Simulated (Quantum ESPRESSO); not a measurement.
InSe under changes of volume

One of the cells (29.237 Å³/atom); the others are scaled copies at fixed shape and fractional positions:

```
In Se
1.0
     2.00000    1.15470    8.44000
    -2.00000    1.15470    8.44000
     0.00000   -2.30940    8.44000
In Se
2 2
Direct
  0.88860 0.88860 0.88860
  0.00000 0.00000 0.00000
  0.17190 0.17190 0.17190
  0.38350 0.38350 0.38350
```

```yaml
Program: Quantum ESPRESSO 7.5
Functional: LDA
Potentials_or_basis: PseudoDojo 0.4.1 SR LDA standard
Cutoff: 1170 eV
Density_cutoff: 4680 eV
k_mesh: 4 × 4 × 4
Occupations: fermi-dirac, width 0.05 eV
Spin: no spin polarisation
```

```csv
volume (Å³/atom),energy over the lowest point (meV/atom),pressure (GPa),gap on the mesh (eV),largest force (eV/Å)
27.483,6.68,2.2,0.37,0.491
28.068,1.11,0.9,0.31,0.395
28.652,0.00,-0.3,0.26,0.305
29.237,2.85,-1.3,0.20,0.219
29.822,?,?,?,?
30.406,18.70,-3.0,0.12,0.353
30.991,30.93,-3.7,0.08,0.476
```

Question: What does the run at 29.822 Å³/atom give?

Answer: Energy over the lowest point 9.22 meV/atom; pressure -2.2 GPa; gap on the mesh 0.16 eV; largest force 0.221 eV/Å.

Worked out: A Birch-Murnaghan fit of order 3 (a polynomial in V^(-2/3)) to the other rows has its minimum at 28.51 Å³/atom with B0 = V·E''(V) = 54 GPa and B' = 4.9 at fixed shape and positions, which overstates the stiffness. It gives 9.23 meV/atom at 29.822 Å³/atom, against the run's 9.22, and -dE/dV = -2.2 GPa, against -2.2.

Energies are extrapolated to zero smearing.

Caveats: all runs use coarse meshes; spin-orbit coupling is left out, which moves the levels of the heavy elements.

A mesh can miss the band edges.
